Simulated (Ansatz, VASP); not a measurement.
## AlN in VASP and in Ansatz

```xyz
4
Lattice="3.1067 0.0000 0.0000 -1.5533 2.6905 0.0000 0.0000 0.0000 4.9786" Properties=species:S:1:pos:R:3 pbc="T T T"
Al    0.0000    1.7937   -0.0164
Al    1.5533    0.8968    2.4729
N     0.0000    1.7937    1.8834
N     1.5533    0.8968    4.3727
```

Alike in both runs: task single point; functional r2SCAN; k mesh 6 × 6 × 4; occupations gaussian, width 0.5 eV; no spin polarisation.

```csv
,VASP,Ansatz
version,VASP 6.6.1,Ansatz 0.2.0
potentials or method,"VASP PAW PBE potentials, release 64 (Al, N)",plane waves
plane-wave cutoff (eV),520,500
valence electrons in the cell,16,16
```

VASP gave:

```
gap on the k mesh at the Fermi level (eV) : 4.92
pressure (GPa)                            : -0.4
```

Q: Estimate Ansatz's values.

A: gap on the k mesh at the Fermi level (eV): 4.88; pressure (GPa): 0.0.

Caveats: the PAW data sets were made with another functional, which shifts forces and pressure a little (VASP). r2SCAN opens gaps a little over a GGA but as a rule still falls short of measured ones.
